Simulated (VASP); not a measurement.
# BaTe (Fm-3m) in VASP: further runs

The runs below take BaTe through single point, with r2SCAN.

All numbers are computed with VASP 6.6.1; they aren't measurements. Logs are shortened: lines on timing, memory, paths and dates and some standing lists are left out, and cuts for length are marked.

**1. Starting point**

The structure is cubic, space group Fm-3m (No. 225). The conventional cell has a = 6.820 Å, b = 6.820 Å, c = 6.820 Å, α = 90.00°, β = 90.00°, γ = 90.00°. Ba (site symmetry m-3m) is surrounded by 6 Te at 3.41 Å. Te (site symmetry m-3m) has 6 Ba at 3.41 Å as nearest neighbours.

**2. Single point, r2SCAN**

INCAR reads:

```
SYSTEM = BaTe
ADDGRID  = .FALSE.      
ALGO     = Normal         ! electronic algorithm
EDIFF    = 1E-6           ! SCF threshold, eV
ENCUT    = 350            ! plane-wave cutoff, eV
ISIF     = 2              ! what is computed and relaxed
ISMEAR   = 0              ! smearing method
LASPH    = .TRUE.         ! aspherical terms in the spheres
LCHARG   = .FALSE.        ! write CHGCAR
LMIXTAU  = .TRUE.       
LREAL    = .FALSE.        ! projectors in reciprocal space
LWAVE    = .FALSE.        ! write WAVECAR
METAGGA  = R2SCAN         ! meta-GGA
NELM     = 100            ! most SCF steps
PREC     = Accurate       ! precision mode
SIGMA    = 0.05           ! smearing width, eV
```

KPOINTS reads:

```
k-points
0
G
  5 5 5
  0 0 0
```

POSCAR reads:

```
BaTe
1.0
    0.0000000000      3.4100000000      3.4100000000
    3.4100000000      0.0000000000      3.4100000000
    3.4100000000      3.4100000000      0.0000000000
Ba Te
1 1
Direct
   -0.0114420000     -0.0073020000      0.0189620000
    0.5174540000      0.4974090000      0.5124580000
```

Potentials or basis: VASP PAW PBE potentials, release 64 (Ba_sv, Te).

Run with:

```
> cat potpaw_PBE.64/Ba_sv/POTCAR potpaw_PBE.64/Te/POTCAR > POTCAR
> mpirun -np 1 vasp_std > vasp.out
```

OUTCAR:

```text
SYSTEM = BaTe
   EDIFF = 1E-6
   ENCUT = 350
   ISIF = 2
   ISMEAR = 0
   LASPH = .TRUE.
   LREAL = .FALSE.
   METAGGA = R2SCAN
   NELM = 100
   PREC = Accurate

 Found     63 irreducible k-points:

 Following reciprocal coordinates:
            Coordinates               Weight
  0.000000  0.000000  0.000000      1.000000
  0.200000  0.000000  0.000000      2.000000
  0.000000  0.200000  0.000000      2.000000
  0.000000  0.000000  0.200000      2.000000
  0.200000  0.200000  0.200000      2.000000
  0.400000  0.000000  0.000000      2.000000
   k-points           NKPTS =     63   k-points in BZ     NKDIM =     63   number of bands    NBANDS=     12
   number of dos      NEDOS =    301   number of ions     NIONS =      2
   total plane-waves  NPLWV =  27000
   dimension x,y,z NGX =    30 NGY =   30 NGZ =   30
   dimension x,y,z NGXF=    60 NGYF=   60 NGZF=   60
   ions per type =               1   1
   NGX,Y,Z   is equivalent  to a cutoff of  10.34, 10.34, 10.34 a.u.
   NGXF,Y,Z  is equivalent  to a cutoff of  20.68, 20.68, 20.68 a.u.
 SYSTEM =  BaTe
   PREC   = accura    normal or accurate (medium, high low for compatibility)
   ISTART =      0    job   : 0-new  1-cont  2-samecut
   ICHARG =      2    charge: 1-file 2-atom 10-const
   ISPIN  =      1    spin polarized calculation?
   LNONCOLLINEAR =      F non collinear calculations
   LSORBIT =      F    spin-orbit coupling
   LASPH  =      T    aspherical Exc in radial PAW
   ENCUT  =  350.0 eV  25.72 Ry    5.07 a.u.   7.36  7.36  7.36*2*pi/ulx,y,z
   NELM   =    100;   NELMIN=  2; NELMDL= -5     # of ELM steps
   EDIFF  = 0.1E-05   stopping-criterion for ELM
   LREAL  =      F    real-space projection
   EDIFFG = 0.1E-04   stopping-criterion for IOM
   NSW    =      0    number of steps for IOM
   IBRION =     -1    ionic relax: 0-MD 1-quasi-New 2-CG
   NFREE  =      0    steps in history (QN), initial steepest desc. (CG)
   ISIF   =      2    stress and relaxation
   ISYM   =      2    0-nonsym 1-usesym 2-fastsym
   POTIM  = 0.5000    time-step for ionic-motion
   TEBEG  =    0.0;   TEEND  =   0.0 temperature during run
   PSTRESS=    0.0 pullay stress
   NELECT =      16.0000    total number of electrons
   NUPDOWN=      -1.0000    fix difference up-down
   EMIN   =  10.00;   EMAX   =-10.00  energy-range for DOS
   EFERMI =   0.00;   METHOD = LEGACY
   ISMEAR =     0;   SIGMA  =   0.05  broadening in eV -4-tet -1-fermi 0-gaus
   EFERMI_NEDOS =   21; number of points for ismear=-14 and -15
   IALGO  =     38    algorithm
   IMIX   =      4    mixing-type and parameters
     AMIX     =   0.40;   BMIX     =  1.00
     AMIX_MAG =   1.60;   BMIX_MAG =  1.00
  volume/ion in A,a.u.               =      39.65       267.58
  Fermi-wavevector in a.u.,A,eV,Ry     =   0.960175  1.814468 12.543704  0.921936
  Thomas-Fermi vector in A             =   2.089436
   LORBIT       =      0    0 simple, 1 ext, 2 COOP (PROOUT), +10 PAW based schemes
   METAGGA = R2SCAN    functional components
   LHFCALC =     F    Hartree Fock is set to
   AEXX    =    0.0000 exact exchange contribution
   IVDW    =     0    specifies the selected vdW correction
   LEPSILON=     F    determine dielectric tensor
   LRPA    =     F    only Hartree local field effects (RPA)
 non-spin polarized calculation
 Gauss-broadening in eV      SIGMA  =   0.05
  energy-cutoff  :      350.00
  volume of cell :       79.30
 maximum number of plane-waves:      1243
 NGX is ok and might be reduce to    30
   NGX = 15   NGY = 15   NGZ = 15

 number of electron      16.0000000 magnetization

 Free energy of the ion-electron system (eV)
  ---------------------------------------------------
  ext. energy  EPLUGINS =         0.00000000
  ---------------------------------------------------
  free energy    TOTEN  =       -55.87089991 eV

  energy without entropy =      -55.87089991  energy(sigma->0) =      -55.87089991

 E-fermi :   2.8610     XC(G=0):  -8.9628

 val. band max:        2.5589736246   @ k =   0.0000   0.0000   0.0000
 cond. band min:       4.4003105313   @ k =   0.4000   0.4000   0.0000
 fundamental gap:      1.8413369067
 Fermi energy:         2.8609861188

 k-point     1 :       0.0000    0.0000    0.0000
  band No.  band energies     occupation
      1     -25.0226      2.00000
      2      -9.7855      2.00000
      3      -9.7772      2.00000
      4      -9.7728      2.00000
      5      -7.4106      2.00000
      6       2.5519      2.00000
      7       2.5527      2.00000
      8       2.5590      2.00000
      9       5.8637      0.00000
     10       5.9099      0.00000
     11       5.9220      0.00000
     12       6.5213      0.00000

 k-point     2 :       0.2000    0.0000    0.0000
  band No.  band energies     occupation
      1     -25.0150      2.00000
      2     -10.0393      2.00000
      3      -9.7830      2.00000
      4      -9.7782      2.00000
      5      -7.0268      2.00000
      6       1.4775      2.00000
      7       2.0004      2.00000
      8       2.0097      2.00000
      9       6.0366      0.00000
     10       6.3959      0.00000
     11       6.4132      0.00000
     12       7.8497      0.00000

 k-point     3 :       0.0000    0.2000    0.0000
  band No.  band energies     occupation
      1     -25.0149      2.00000
      2     -10.0428      2.00000
      3      -9.7828      2.00000
      4      -9.7786      2.00000
      5      -7.0230      2.00000
      6       1.4690      2.00000
      7       2.0059      2.00000
      8       2.0367      2.00000
      9       5.9945      0.00000
     10       6.3882      0.00000
     11       6.4051      0.00000
     12       7.8289      0.00000

 k-point     4 :       0.0000    0.0000    0.2000
  band No.  band energies     occupation
      1     -25.0149      2.00000
      2     -10.0427      2.00000
      3      -9.7828      2.00000
      4      -9.7786      2.00000
      5      -7.0231      2.00000
      6       1.4692      2.00000
      7       2.0058      2.00000
      8       2.0360      2.00000
      9       5.9956      0.00000
     10       6.3884      0.00000
     11       6.4054      0.00000
     12       7.8292      0.00000

 k-point     5 :       0.2000    0.2000    0.2000
  band No.  band energies     occupation
      1     -25.0150      2.00000
      2     -10.0397      2.00000
      3      -9.7830      2.00000
      4      -9.7782      2.00000
      5      -7.0263      2.00000
      6       1.4764      2.00000
      7       2.0013      2.00000
      8       2.0129      2.00000
      9       6.0314      0.00000
     10       6.3936      0.00000
     11       6.4134      0.00000
     12       7.8453      0.00000

 k-point     6 :       0.4000    0.0000    0.0000
  band No.  band energies     occupation
      1     -25.0027      2.00000
      2     -10.3610      2.00000
      3      -9.7893      2.00000
      4      -9.7845      2.00000
      5      -6.4724      2.00000
      6       0.3148      2.00000
      7       1.3755      2.00000
      8       1.3808      2.00000
      9       6.8322      0.00000
     10       7.7084      0.00000
     11       7.7208      0.00000
     12       8.6343      0.00000

 [... further k-points ...]
[... 5 lines left out ...]
  --------------------------------------------------------------------------------------
  -------------------------------------------------------------------------------------
  Total        2.1830625      2.3196878      2.4935034      0.0030780     -0.0604977      0.0048589
  in kB       44.1045728     46.8648233     50.3764322      0.0621845     -1.2222393      0.0981650
  external PRESSURE =      47.1152761 kB  Pullay stress =       0.0000000 kB

 VOLUME and BASIS-vectors are now :
 -----------------------------------------------------------------------------
  energy-cutoff  :      350.00
  volume of cell :       79.30
      direct lattice vectors                 reciprocal lattice vectors
     0.000000000  3.410000000  3.410000000    -0.146627566  0.146627566  0.146627566
     3.410000000  0.000000000  3.410000000     0.146627566 -0.146627566  0.146627566
     3.410000000  3.410000000  0.000000000     0.146627566  0.146627566 -0.146627566

 POSITION                                       TOTAL-FORCE (eV/Angst)
 -----------------------------------------------------------------------------------
      3.44976      3.43564      6.75608        -0.019863      0.252815      0.390110
      3.44365      3.51200      3.46068         0.019863     -0.252815     -0.390110
 -----------------------------------------------------------------------------------
    total drift:                               -0.000355      0.000543      0.000049

  FREE ENERGIE OF THE ION-ELECTRON SYSTEM (eV)
  ---------------------------------------------------
  free  energy   TOTEN  =       -55.8708999075 eV

  energy  without entropy=      -55.8708999075  energy(sigma->0) =      -55.87089991
```

It took 4.7 min on 1 thread of AMD EPYC 7R43 (Zen 3), shared host; peak memory 0.16 GiB.

The run converged, but some of its settings lie outside the range that counts as converged, so its numbers aren't taken as properties of the crystal.

What came out:

```
Free energy            : -55.8709 eV
Pressure               : 4.7 GPa
Largest force          : 0.465 eV/Å
Band gap on the k mesh : 1.84 eV, indirect (least direct gap 2.20 eV)
```

Caveat: the PAW data sets were made with another functional, which shifts forces and pressure a little; spin-orbit coupling is left out, which moves the levels of the heavy elements; an odd mesh through Γ misses points on the zone boundary, where band edges often lie.

[end of part 1 of 2]
